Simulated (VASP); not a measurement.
# A VASP 6.6.1 single-point calculation on KBr

INCAR

```
NELM = 120
ENCUT = 520
ISMEAR = -1
NSW = 0
GGA = PE
IBRION = -1
ISIF = 2
EDIFF = 1E-9
PREC = Accurate
SIGMA = 0.02
LASPH = .TRUE.
LCHARG = .FALSE.
LWAVE = .FALSE.
NBANDS = 15
LREAL = .FALSE.
```

KPOINTS

```
KPOINTS created by Atomic Simulation Environment
0
Monkhorst-Pack
6 6 6
0 0 0
```

POSCAR

```
K  Br
 1.0000000000000000
     0.0000000000000000    3.7805067765000002    3.4939996361999999
     3.7805067765000002    0.0000000000000000    3.4939996361999999
     3.7805067765000002    3.7805067765000002    0.0000000000000000
 K   Br
   1   1
Cartesian
  0.0000000000000000  0.0000000000000000  0.0000000000000000
  1.8902533882500001  1.8902533882500001  1.7469998180999999
```

The recommended PBE PAW datasets give the neutral cell 16 valence electrons.

Command

```
mpirun -np 1 vasp_std
```

Task: How does this run end, and what does it give?

Result: It converged. Results: gap between bands v and c on the k mesh 4.37 eV; least direct gap on the k mesh 4.39 eV; pressure 0.3 GPa. Band v is the last that the valence electrons fill when counted band by band, and c is the next.

OSZICAR

```
N       E                     dE             d eps       ncg     rms          rms(c)
DAV:   1     0.987682988159E+02    0.98768E+02   -0.63612E+03  1890   0.886E+02
DAV:   2     0.156934667277E+01   -0.97199E+02   -0.89603E+02  2423   0.213E+02
DAV:   3    -0.599801847566E+01   -0.75674E+01   -0.75309E+01  2653   0.525E+01
DAV:   4    -0.635251637931E+01   -0.35450E+00   -0.35440E+00  3165   0.978E+00
DAV:   5    -0.635442132903E+01   -0.19049E-02   -0.19049E-02  2639   0.807E-01    0.317E+00
DAV:   6    -0.604427843356E+01    0.31014E+00   -0.40543E-01  2485   0.267E+00    0.223E+00
DAV:   7    -0.600919172328E+01    0.35087E-01   -0.20591E-01  2653   0.212E+00    0.110E+00
DAV:   8    -0.603000579474E+01   -0.20814E-01   -0.24939E-02  2400   0.102E+00    0.199E-01
DAV:   9    -0.603187157577E+01   -0.18658E-02   -0.12421E-03  2443   0.198E-01    0.133E-01
DAV:  10    -0.603394512096E+01   -0.20735E-02   -0.17501E-03  1897   0.227E-01    0.339E-02
DAV:  11    -0.603397805562E+01   -0.32935E-04   -0.98775E-05  2426   0.658E-02    0.102E-02
DAV:  12    -0.603399219822E+01   -0.14143E-04   -0.18690E-05  1911   0.327E-02    0.603E-03
DAV:  13    -0.603399260073E+01   -0.40251E-06   -0.14569E-06  2768   0.696E-03    0.153E-03
DAV:  14    -0.603399269413E+01   -0.93402E-07   -0.22778E-07  2069   0.303E-03    0.682E-04
DAV:  15    -0.603399274616E+01   -0.52029E-07   -0.11528E-08  2492   0.783E-04    0.286E-04
DAV:  16    -0.603399277383E+01   -0.27674E-07   -0.69973E-09  1939   0.616E-04    0.136E-04
DAV:  17    -0.603399276914E+01    0.46891E-08   -0.66148E-10  2240   0.149E-04    0.371E-05
DAV:  18    -0.603399276678E+01    0.23599E-08   -0.12029E-10  1498   0.785E-05    0.216E-05
DAV:  19    -0.603399276703E+01   -0.24420E-09   -0.24581E-11  1176   0.317E-05
   1 F= -.60339928E+01 E0= -.60339928E+01  d E =-.127556E-11
```

The shifted mesh misses Γ, so a band edge there is missed.

For comparison, a separate PBE run of the intended cell, on usual settings and not on those above, gives a gap of 4.25 eV on its mesh and a pressure of 0.3 GPa.
